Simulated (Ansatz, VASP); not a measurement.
## Two plane-wave programs on Ge

The input POSCAR:

```
Ge
1.0
    0.0000000000      2.8289100000      2.8289100000
    2.8289100000      0.0000000000      2.8289100000
    2.8289100000      2.8289100000      0.0000000000
Ge
2
Direct
    0.7500000000      0.7500000000      0.7500000000
    0.5000000000      0.5000000000      0.5000000000
```

File INCAR.step1:

```
  PREC = Accurate
  ENCUT = 600
  EDIFF = 1E-8
  ISMEAR = -1
  SIGMA = 0.05
  LREAL = False
  LASPH = True
  NELM = 60
  ALGO = Fast
  ISIF = 3
  LWAVE = False
  LCHARG = False
  GGA = CA
  IBRION = 2
  NSW = 40
  EDIFFG = -0.002
```

File INCAR.step2:

```
  PREC = Accurate
  ENCUT = 600
  EDIFF = 1E-8
  ISMEAR = -1
  SIGMA = 0.05
  LREAL = False
  LASPH = True
  NELM = 60
  ALGO = Fast
  ISIF = 3
  LWAVE = False
  LCHARG = False
  GGA = CA
  IBRION = 6
  NFREE = 2
  POTIM = 0.015
  NSW = 1
```

The input KPOINTS:

```
regular mesh
0
Gamma
  6 6 6
```

input.yaml

```yaml
crystal:
  lattice:
    - [0.0, 2.82891, 2.82891]
    - [2.82891, 0.0, 2.82891]
    - [2.82891, 2.82891, 0.0]
  atoms:
    - { symbol: Ge, position: [0.75, 0.75, 0.75] }
    - { symbol: Ge, position: [0.5, 0.5, 0.5] }
hamiltonian:
  xc: lda
  pseudopotentials: { kind: paw }
kpoints:
  mp_grid: { grid: [6, 6, 6] }
scf:
  occupations: { method: fermi_dirac, width: 0.05 }
output:
  forces: true
  stress: true
elastic:
  mode: relaxed_ion
  stencil: two_point
```

Alike in both runs: task elastic constants; functional LDA; k mesh 6 × 6 × 6; occupations fermi-dirac, width 0.05 eV; no spin polarisation.

|  | VASP | Ansatz |
| --- | --- | --- |
| version | VASP 6.6.1 | Ansatz 0.2.0 |
| potentials or method | VASP PAW LDA potentials, release 64 (Ge_d) | Ansatz PAW |
| plane-wave cutoff (eV) | 600 | 420 |
| valence electrons in the cell | 28 | 28 |

```tsv
	VASP	Ansatz	Ansatz less VASP
elastic constant that differs most (GPa)	47	42	-5.6
Voigt bulk modulus (GPa)	66	64	-1.7
```

Caveats: elastic constants of metals need much finer meshes, so these are rough (Ansatz); the PAW data sets come from PBE, with cores solved anew for the run's functional, which leaves a small shift of forces and pressure (Ansatz).
